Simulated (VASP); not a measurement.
# As2Pt (Sperrylite): what each functional gives, and what it costs, part 3 of 5

Wanted: bands and gap of As2Pt (Sperrylite) from one functional after another. The start is a cell from a database of measured crystal structures.

VASP 6.6.1, plane waves and PAW; the level of theory is named at each step.

Still holding for the runs below: Spin-orbit coupling is off here; with elements this heavy it splits and shifts levels by tenths of an eV or more.

So far, least gap on mesh and path (eV): step 2 (bands, level LDA, k 3×3×3) 0.222; step 3 (bands, level PBEsol, k 3×3×3) 0.245; step 4 (bands, level PBE, k 3×3×3) 0.256.

### Step 5. Bands with TB-mBJ, k 3×3×3

This step: TB-mBJ; plane waves and PAW (As, Pt) (VASP 6.6.1).

TB-mBJ is a local potential fitted to gaps: it costs far less than a hybrid but gives no energy.

INCAR

```
SYSTEM = As2Pt
PREC = Accurate
ENCUT = 400
EDIFF = 1E-06
NELM = 150
ISMEAR = 0
SIGMA = 0.02
LREAL = .FALSE.
ALGO = Normal
METAGGA = MBJ
LASPH = .TRUE.
NBANDS = 68
LORBIT = 11
LWAVE = .FALSE.
LCHARG = .FALSE.
KPAR = 2
NCORE = 4
```

POSCAR

```
As2Pt
1.0
    5.9665000000      0.0000000000      0.0000000000
    0.0000000000      5.9665000000      0.0000000000
    0.0000000000      0.0000000000      5.9665000000
As Pt
8 4
Direct
    0.3830000000      0.3830000000      0.3830000000
    0.1170000000      0.6170000000      0.8830000000
    0.8830000000      0.1170000000      0.6170000000
    0.6170000000      0.8830000000      0.1170000000
    0.6170000000      0.6170000000      0.6170000000
    0.8830000000      0.3830000000      0.1170000000
    0.1170000000      0.8830000000      0.3830000000
    0.3830000000      0.1170000000      0.8830000000
    0.0000000000      0.0000000000      0.0000000000
    0.5000000000      0.0000000000      0.5000000000
    0.5000000000      0.5000000000      0.0000000000
    0.0000000000      0.5000000000      0.5000000000
```

KPOINTS

```
Automatic mesh
0
Gamma
3 3 3
0 0 0
```

KPOINTS_OPT

```
Line mode
12
Line-mode
Reciprocal
  0.00000000   0.00000000   0.00000000 GAMMA
  0.00000000   0.50000000   0.00000000 X

  0.00000000   0.50000000   0.00000000 X
  0.50000000   0.50000000   0.00000000 M

  0.50000000   0.50000000   0.00000000 M
  0.00000000   0.00000000   0.00000000 GAMMA

  0.00000000   0.00000000   0.00000000 GAMMA
  0.50000000   0.50000000   0.50000000 R

  0.50000000   0.50000000   0.50000000 R
  0.00000000   0.50000000   0.00000000 X

  0.50000000   0.50000000   0.00000000 M
  0.50000000   0.50000000   0.50000000 R
```

PAW data sets: As and Pt (PBE family, release 64).

Run with:

```sh
$ mpirun -np 8 vasp_std
```

The log of the run:

```text
[banner, memory and clock lines left out]
running    8 mpi-ranks, on    1 nodes
[...]
[... a notice as in an earlier step ...]

 LDA part: xc-table for (None), standard interpolation
 POSCAR, INCAR and KPOINTS ok, starting setup
[...]
entering main loop
       N       E                     dE             d eps       ncg     rms          rms(c)
DAV:   1     0.521452274748E+04    0.52145E+04   -0.29184E+04   544   0.849E+02
DAV:   2     0.483738130146E+04   -0.37714E+03   -0.35362E+03   620   0.198E+02
DAV:   3     0.482050118128E+04   -0.16880E+02   -0.16642E+02   672   0.386E+01
DAV:   4     0.482035529731E+04   -0.14588E+00   -0.14576E+00   624   0.384E+00
[...]
DAV:  27     0.483847020381E+04    0.22504E-04   -0.69333E-09   296   0.249E-04    0.287E-03
DAV:  28     0.483847016487E+04   -0.38941E-04   -0.78025E-09   284   0.389E-04    0.235E-03
DAV:  29     0.483847016533E+04    0.45648E-06   -0.30644E-08   284   0.103E-03
   1 F= 0.48384702E+04 E0= 0.48384702E+04  d E =-.496553E-31
 Start KPOINTS_OPT (optional k-point list driver)
k-point batch [1-4\72]
       N       E                     dE             ncg
DAV:   1     0.231653890118E+04    0.17953E+04      544
DAV:   2     0.821409056504E+03   -0.14951E+04      624
DAV:   3     0.757217588448E+03   -0.64191E+02      664
DAV:   4     0.756494242418E+03   -0.72335E+00      656
DAV:   5     0.756475520283E+03   -0.18722E-01      648
DAV:   6     0.756475157931E+03   -0.36235E-03      648
DAV:   7     0.756475146822E+03   -0.11109E-04      584
DAV:   8     0.756475146486E+03   -0.33540E-06      488
[...]
k-point batch [69-72\72]
       N       E                     dE             ncg
DAV:   1     0.241648216959E+04   -0.46712E+04      544
DAV:   2     0.898695156738E+03   -0.15178E+04      640
DAV:   3     0.824679879065E+03   -0.74015E+02      652
DAV:   4     0.823802993797E+03   -0.87689E+00      652
DAV:   5     0.823780870434E+03   -0.22123E-01      636
DAV:   6     0.823780119247E+03   -0.75119E-03      628
DAV:   7     0.823780090843E+03   -0.28404E-04      632
DAV:   8     0.823780089711E+03   -0.11320E-05      532
DAV:   9     0.823780089651E+03   -0.59672E-07      412
```

It took 86 s on 8 MPI ranks of Intel Xeon Platinum 8488C (Sapphire Rapids), shared host; peak memory 1.5 GiB.

Parts of OUTCAR (step 5):

```text
  Total      146.9666161    146.9666161    146.9666161      0.0000000     -0.0000000     -0.0000000
  in kB     1108.5884310   1108.5884310   1108.5884310      0.0000000     -0.0000000     -0.0000000
  external PRESSURE =    1108.5884310 kB  Pullay stress =       0.0000000 kB

 POSITION                                       TOTAL-FORCE (eV/Angst)
 -----------------------------------------------------------------------------------
      2.28517      2.28517      2.28517         0.443844      0.443844      0.443844
      0.69808      3.68133      5.26842        -0.443844     -0.443844      0.443844
      5.26842      0.69808      3.68133         0.443844     -0.443844     -0.443844
      3.68133      5.26842      0.69808        -0.443844      0.443844     -0.443844
      3.68133      3.68133      3.68133        -0.443844     -0.443844     -0.443844
      5.26842      2.28517      0.69808         0.443844      0.443844     -0.443844
      0.69808      5.26842      2.28517        -0.443844      0.443844      0.443844
      2.28517      0.69808      5.26842         0.443844     -0.443844      0.443844
      0.00000      0.00000      0.00000         0.000000      0.000000      0.000000
      2.98325      0.00000      2.98325         0.000000      0.000000      0.000000
      2.98325      2.98325      0.00000         0.000000      0.000000      0.000000
      0.00000      2.98325      2.98325         0.000000      0.000000      0.000000
 -----------------------------------------------------------------------------------
    total drift:                               -0.000000      0.000000     -0.000000

  FREE ENERGIE OF THE ION-ELECTRON SYSTEM (eV)
  ---------------------------------------------------
  free  energy   TOTEN  =      4838.4701653285 eV

  energy  without entropy=     4838.4701653285  energy(sigma->0) =     4838.47016533

[... 2 parts as in an earlier step ...]

[... 1 further part left out ...]
[key lines of the parts left out:]
E-fermi :   7.9403
```

This functional is a potential without an energy, so its energies, forces and stress mean nothing and are not read.

Electronic bands along the path, in eV, zero at the valence-band top; v1 is the highest filled band, c1 the lowest empty one:

```csv
point,v4,v3,v2,v1,c1,c2,c3,c4
Γ,-2.61,-0.95,-0.95,-0.95,0.78,0.78,0.78,1.89
0.45 of the way,-1.90,-1.15,-1.02,-0.30,0.92,0.93,0.95,2.18
X,-1.31,-1.31,-0.96,-0.96,1.63,1.63,1.81,1.81
0.55 of the way,-1.04,-1.04,-0.60,-0.60,1.58,1.58,1.76,1.76
M,-0.62,-0.62,-0.62,-0.62,2.12,2.12,2.12,2.12
0.55 of the way,-1.89,-1.21,-0.82,-0.38,0.97,1.15,1.40,2.44
Γ,-2.61,-0.95,-0.95,-0.95,0.78,0.78,0.78,1.89
0.45 of the way,-1.88,-1.13,-0.69,-0.69,1.05,1.70,1.70,2.42
R,-0.74,-0.74,-0.74,-0.74,0.47,0.47,0.47,0.47
0.45 of the way,-1.36,-1.36,-0.72,-0.72,1.36,1.36,2.13,2.13
X,-1.31,-1.31,-0.96,-0.96,1.63,1.63,1.81,1.81
jump to M,-0.62,-0.62,-0.62,-0.62,2.12,2.12,2.12,2.12
0.45 of the way,-0.73,-0.73,-0.73,-0.73,1.45,1.45,1.45,1.45
R,-0.74,-0.74,-0.74,-0.74,0.47,0.47,0.47,0.47
```

Of the projections kept (As, Pt), the largest for each band there; the rest of the weight can lie on other orbitals:

```
point       v4       v3       v2       v1       c1       c2       c3       c4
    Γ  Pt 0.83  As 0.77  As 0.77  As 0.77  Pt 0.67  Pt 0.67  Pt 0.67  As 0.98
    X  Pt 0.55  Pt 0.55  As 0.68  As 0.68  Pt 0.59  Pt 0.59  As 0.57  As 0.57
    M  As 0.53  As 0.53  As 0.53  As 0.53  As 0.52  As 0.52  As 0.52  As 0.52
    Γ  Pt 0.83  As 0.77  As 0.77  As 0.77  Pt 0.67  Pt 0.67  Pt 0.67  As 0.98
    R  As 0.71  As 0.71  As 0.71  As 0.71  Pt 0.67  Pt 0.67  Pt 0.67  Pt 0.67
    X  Pt 0.55  Pt 0.55  As 0.68  As 0.68  Pt 0.60  Pt 0.60  As 0.57  As 0.57
```

The gap is 0.47 eV, indirect. Against LDA that is +0.25 eV; this run took 1.7 times the core time.

### Step 6. Bands with AM05, k 3×3×3

This step: AM05; plane waves and PAW (As, Pt) (VASP 6.6.1).

AM05 is built from the electron gas and the surface model, and does well on lattice constants.

INCAR

```
SYSTEM = As2Pt
PREC = Accurate
ENCUT = 400
EDIFF = 1E-06
NELM = 100
ISMEAR = 0
SIGMA = 0.02
LREAL = .FALSE.
ALGO = Normal
GGA = AM
NBANDS = 68
LASPH = .TRUE.
LORBIT = 11
LWAVE = .FALSE.
LCHARG = .FALSE.
KPAR = 2
NCORE = 4
```

POSCAR is that of step 5.

KPOINTS is that of step 5.

KPOINTS_OPT is that of step 5.

Run with:

```sh
$ mpirun -np 8 vasp_std
```

The log of the run:

```text
[... set-up lines as in an earlier step ...]
 entering main loop
       N       E                     dE             d eps       ncg     rms          rms(c)
DAV:   1     0.323245021639E+03    0.32325E+03   -0.29099E+04   544   0.847E+02
DAV:   2    -0.569654712883E+02   -0.38021E+03   -0.35596E+03   628   0.197E+02
DAV:   3    -0.752166314414E+02   -0.18251E+02   -0.17955E+02   648   0.400E+01
DAV:   4    -0.753708531980E+02   -0.15422E+00   -0.15408E+00   616   0.404E+00
[...]
DAV:  11    -0.718383344738E+02    0.45597E-04   -0.19672E-04   624   0.813E-02    0.174E-02
DAV:  12    -0.718383353234E+02   -0.84956E-06   -0.25646E-05   588   0.213E-02    0.237E-03
DAV:  13    -0.718383358049E+02   -0.48157E-06   -0.93891E-07   408   0.349E-03
   1 F= -.71838336E+02 E0= -.71838336E+02  d E =-.182559E-13
 Start KPOINTS_OPT (optional k-point list driver)
k-point batch [1-4\72]
       N       E                     dE             ncg
DAV:   1     0.221520865618E+04    0.16939E+04      544
DAV:   2     0.724826230020E+03   -0.14904E+04      624
DAV:   3     0.659146048130E+03   -0.65680E+02      672
DAV:   4     0.658527028506E+03   -0.61902E+00      648
DAV:   5     0.658516003707E+03   -0.11025E-01      648
DAV:   6     0.658515803376E+03   -0.20033E-03      648
DAV:   7     0.658515797823E+03   -0.55527E-05      600
DAV:   8     0.658515797660E+03   -0.16309E-06      504
[...]
k-point batch [69-72\72]
       N       E                     dE             ncg
DAV:   1     0.231441500166E+04   -0.47733E+04      544
DAV:   2     0.803162312978E+03   -0.15113E+04      640
DAV:   3     0.727509993021E+03   -0.75652E+02      652
DAV:   4     0.726752298423E+03   -0.75769E+00      636
DAV:   5     0.726739673163E+03   -0.12625E-01      644
DAV:   6     0.726739331675E+03   -0.34149E-03      628
DAV:   7     0.726739321180E+03   -0.10495E-04      632
DAV:   8     0.726739320843E+03   -0.33738E-06      504
```

Wall time 58 s (8 MPI ranks); peak memory 1.4 GiB.

From OUTCAR (step 6):

```text
  Total        0.6881339      0.6881339      0.6881339     -0.0000000      0.0000000     -0.0000000
  in kB        5.1906840      5.1906840      5.1906840     -0.0000000      0.0000000     -0.0000000
  external PRESSURE =       5.1906840 kB  Pullay stress =       0.0000000 kB

 POSITION                                       TOTAL-FORCE (eV/Angst)
 -----------------------------------------------------------------------------------
      2.28517      2.28517      2.28517         0.024726      0.024726      0.024726
      0.69808      3.68133      5.26842        -0.024726     -0.024726      0.024726
      5.26842      0.69808      3.68133         0.024726     -0.024726     -0.024726
      3.68133      5.26842      0.69808        -0.024726      0.024726     -0.024726
      3.68133      3.68133      3.68133        -0.024726     -0.024726     -0.024726
      5.26842      2.28517      0.69808         0.024726      0.024726     -0.024726
      0.69808      5.26842      2.28517        -0.024726      0.024726      0.024726
      2.28517      0.69808      5.26842         0.024726     -0.024726      0.024726
      0.00000      0.00000      0.00000         0.000000     -0.000000     -0.000000
      2.98325      0.00000      2.98325         0.000000     -0.000000     -0.000000
      2.98325      2.98325      0.00000         0.000000     -0.000000     -0.000000
      0.00000      2.98325      2.98325         0.000000     -0.000000     -0.000000
 -----------------------------------------------------------------------------------
    total drift:                               -0.000000      0.000000     -0.000000

  FREE ENERGIE OF THE ION-ELECTRON SYSTEM (eV)
  ---------------------------------------------------
  free  energy   TOTEN  =       -71.8383358049 eV

  energy  without entropy=      -71.8383358049  energy(sigma->0) =      -71.83833580

[... 2 parts as in an earlier step ...]

[... 1 further part left out ...]
[key lines of the parts left out:]
E-fermi :   7.5835
```

The electronic bands at the labelled points (eV, zero at the valence-band top; v1 is the highest filled band, c1 the lowest empty one):

```
          point     v4     v3     v2     v1    c1    c2    c3    c4
              Γ  -2.54  -1.03  -1.03  -1.03  0.62  0.62  0.62  1.52
0.45 of the way  -1.84  -1.21  -1.03  -0.28  0.73  0.75  0.78  1.87
              X  -1.30  -1.30  -0.88  -0.88  1.43  1.43  1.62  1.62
0.55 of the way  -1.02  -1.02  -0.62  -0.62  1.35  1.35  1.54  1.54
              M  -0.64  -0.64  -0.64  -0.64  1.94  1.94  1.94  1.94
0.55 of the way  -1.85  -1.22  -0.79  -0.43  0.77  0.98  1.20  2.17
              Γ  -2.54  -1.03  -1.03  -1.03  0.62  0.62  0.62  1.52
0.45 of the way  -1.82  -1.11  -0.72  -0.72  0.89  1.51  1.51  2.17
              R  -0.79  -0.79  -0.79  -0.79  0.24  0.24  0.24  0.24
0.45 of the way  -1.38  -1.38  -0.74  -0.74  1.17  1.17  1.93  1.93
              X  -1.30  -1.30  -0.88  -0.88  1.43  1.43  1.62  1.62
      jump to M  -0.64  -0.64  -0.64  -0.64  1.94  1.94  1.94  1.94
0.45 of the way  -0.76  -0.76  -0.76  -0.76  1.25  1.25  1.25  1.25
              R  -0.79  -0.79  -0.79  -0.79  0.24  0.24  0.24  0.24
```

Of the projections kept (As, Pt), the largest for each band there; the rest of the weight can lie on other orbitals:

| point | v4 | v3 | v2 | v1 | c1 | c2 | c3 | c4 |
| --- | --- | --- | --- | --- | --- | --- | --- | --- |
| Γ | Pt 0.83 | As 0.76 | As 0.76 | As 0.76 | Pt 0.68 | Pt 0.68 | Pt 0.68 | As 0.98 |
| X | Pt 0.59 | Pt 0.59 | As 0.66 | As 0.66 | Pt 0.61 | Pt 0.61 | As 0.57 | As 0.57 |
| M | As 0.50 | As 0.50 | As 0.50 | As 0.50 | As 0.51 | As 0.51 | As 0.51 | As 0.51 |
| Γ | Pt 0.83 | As 0.76 | As 0.76 | As 0.76 | Pt 0.68 | Pt 0.68 | Pt 0.68 | As 0.98 |
| R | As 0.70 | As 0.70 | As 0.70 | As 0.70 | Pt 0.69 | Pt 0.69 | Pt 0.69 | Pt 0.69 |
| X | Pt 0.59 | Pt 0.59 | As 0.66 | As 0.66 | Pt 0.60 | Pt 0.60 | As 0.57 | As 0.57 |

The gap is 0.24 eV, indirect. Against LDA that is +0.02 eV; the cost is about the same.

### Step 7. Starting orbitals for the hybrid

This step: PBE; plane waves and PAW (As, Pt) (VASP 6.6.1).

A hybrid converges badly from random orbitals, so a cheap semilocal run writes a WAVECAR on the same mesh first.

INCAR

```
SYSTEM = As2Pt
PREC = Accurate
ENCUT = 400
EDIFF = 1E-05
NELM = 100
ISMEAR = 0
SIGMA = 0.02
LREAL = .FALSE.
ALGO = Normal
GGA = PE
NBANDS = 52
LASPH = .TRUE.
LORBIT = 11
LWAVE = .TRUE.
LCHARG = .FALSE.
KPAR = 2
NCORE = 4
```

POSCAR is that of step 6.

KPOINTS is that of step 6.

Run with:

```sh
$ mpirun -np 8 vasp_std
```

The log of the run:

```text
[... set-up lines as in an earlier step ...]
 entering main loop
       N       E                     dE             d eps       ncg     rms          rms(c)
DAV:   1     0.352092475069E+03    0.35209E+03   -0.30511E+04   416   0.111E+03
DAV:   2    -0.493734164189E+02   -0.40147E+03   -0.38079E+03   492   0.232E+02
DAV:   3    -0.705783174085E+02   -0.21205E+02   -0.20759E+02   488   0.508E+01
DAV:   4    -0.709805025237E+02   -0.40219E+00   -0.39679E+00   496   0.706E+00
DAV:   5    -0.709889928471E+02   -0.84903E-02   -0.84811E-02   472   0.977E-01    0.222E+01
DAV:   6    -0.682701753343E+02    0.27188E+01   -0.16458E+01   448   0.232E+01    0.936E+00
DAV:   7    -0.677648002368E+02    0.50538E+00   -0.24593E+00   452   0.922E+00    0.526E+00
DAV:   8    -0.676795978630E+02    0.85202E-01   -0.22233E-01   472   0.171E+00    0.121E+00
DAV:   9    -0.676644861040E+02    0.15112E-01   -0.44218E-02   464   0.126E+00    0.301E-01
DAV:  10    -0.676652770269E+02   -0.79092E-03   -0.45165E-03   452   0.271E-01    0.937E-02
DAV:  11    -0.676652484188E+02    0.28608E-04   -0.48715E-04   488   0.125E-01    0.192E-02
DAV:  12    -0.676652400566E+02    0.83622E-05   -0.59954E-05   468   0.416E-02
   1 F= -.67665240E+02 E0= -.67665240E+02  d E =-.486721E-20
 writing wavefunctions
```

It took 7.2 s on 8 MPI ranks; peak memory 1.2 GiB.

From OUTCAR (step 7):

```text
   k-points           NKPTS =      4   k-points in BZ     NKDIM =      4   number of bands    NBANDS=     52

   NELECT =      80.0000    total number of electrons

 E-fermi :   7.7426

 k-point     1 :       0.0000    0.0000    0.0000
  band No.  band energies     occupation
    ...
     36       5.1218      2.00000
     37       5.1218      2.00000
     38       6.6364      2.00000
     39       6.6364      2.00000
     40       6.6364      2.00000
     41       8.2863      0.00000
     42       8.2863      0.00000
     43       8.2863      0.00000
     44       9.2083      0.00000
     45      11.6748      0.00000
    ...

  Total        9.3633832      9.3633832      9.3633832     -0.0000000      0.0000000      0.0000000
  in kB       70.6292260     70.6292260     70.6292260     -0.0000000      0.0000000      0.0000000
  external PRESSURE =      70.6292260 kB  Pullay stress =       0.0000000 kB

 POSITION                                       TOTAL-FORCE (eV/Angst)
 -----------------------------------------------------------------------------------
      2.28517      2.28517      2.28517         0.039627      0.039627      0.039627
      0.69808      3.68133      5.26842        -0.039627     -0.039627      0.039627
      5.26842      0.69808      3.68133         0.039627     -0.039627     -0.039627
      3.68133      5.26842      0.69808        -0.039627      0.039627     -0.039627
      3.68133      3.68133      3.68133        -0.039627     -0.039627     -0.039627
      5.26842      2.28517      0.69808         0.039627      0.039627     -0.039627
      0.69808      5.26842      2.28517        -0.039627      0.039627      0.039627
      2.28517      0.69808      5.26842         0.039627     -0.039627      0.039627
      0.00000      0.00000      0.00000        -0.000000      0.000000      0.000000
      2.98325      0.00000      2.98325        -0.000000      0.000000      0.000000
      2.98325      2.98325      0.00000        -0.000000      0.000000      0.000000
      0.00000      2.98325      2.98325        -0.000000      0.000000      0.000000
 -----------------------------------------------------------------------------------
    total drift:                               -0.000000      0.000000     -0.000000

  FREE ENERGIE OF THE ION-ELECTRON SYSTEM (eV)
  ---------------------------------------------------
  free  energy   TOTEN  =       -67.6652400566 eV

  energy  without entropy=      -67.6652400566  energy(sigma->0) =      -67.66524006

[... 8 parts as in an earlier step ...]

[... 6 further parts left out ...]
```

The gap is read on the k-mesh alone, so it is an upper bound where the band edges lie off the mesh.

A gap read on the k-mesh alone can miss the band edges.

This step gave:

```
SCF cycles                     : 12
bands                          : 52
free energy (TOTEN)            : -67.6652 eV
Fermi energy                   : 7.743 eV
pressure                       : 7.063 GPa
valence top at k               : 0.3333, 0.3333, 0
conduction bottom at k         : 0, 0, 0
least direct gap at k          : 0.3333, 0.3333, 0
gap on the k-mesh              : 0.6725 eV
least direct gap on the k-mesh : 1.170 eV
```

[end of part 3 of 5]

[Lines on the potential files, build, host, timing and source positions are cut from VASP's logs without a mark.]

[Logs are printed without paths, hosts, clocks, repeated set-up lines and the standing remarks that a program may print on its own settings, such as how far it seeks lower states.]

[Hosts, paths, dates, database ids (printed as entryN), source tags and the programs' standing remarks are cut or masked in the printed files.]

[A measured line is paired with the nearest computed mode of its activity, which favours agreement.]

[In band tables of VASP the shares of atoms and orbitals are scaled to a sum of 1 inside the atoms' spheres.]
